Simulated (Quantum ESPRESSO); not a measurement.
FeSi2 (Linzhiite):

```xyz
3
Lattice="2.6840 0.0000 0.0000 0.0000 2.6840 0.0000 0.0000 0.0000 5.1280" Properties=species:S:1:pos:R:3 pbc="T T T"
Fe    0.0000    0.0000    0.0000
Si    1.3420    1.3420    3.7434
Si    1.3420    1.3420    1.3846
```

Base run:

* Program: Quantum ESPRESSO 7.5
* Functional: PBEsol
* Potentials or basis: GBRV 1.5 PBEsol
* Cutoff: 762 eV
* Density cutoff: 6095 eV
* k mesh: 8 × 8 × 4
* Occupations: fermi-dirac, width 0.05 eV
* Spin: collinear spin, ferromagnetic start
* Starting moments: [3.0, 0.0, 0.0] μB
* Hubbard terms: Fe d U = 4 eV

Its results: band gap on the k mesh none (metal or under the smearing width); pressure 9.4 GPa; net moment 1.57 μB per cell; site moments Fe +1.73; Si -0.06 μB; largest force 0.793 eV/Å.

The run is repeated on the same cell with these changes: hubbard terms from Fe d U = 4 eV to Fe d U = 6 eV. What comes out?

Band gap on the k mesh none (metal or under the smearing width); pressure 18.5 GPa; net moment 1.90 μB per cell; site moments Fe +2.12; Si -0.07 μB; largest force 1.465 eV/Å.

Caveats: the U is typed as a test and isn't derived for this compound; forces of over 1 eV/Å show positions far from the minimum, so gaps and moduli don't describe the material at rest (some runs).

Not every run made on this cell is shown here.
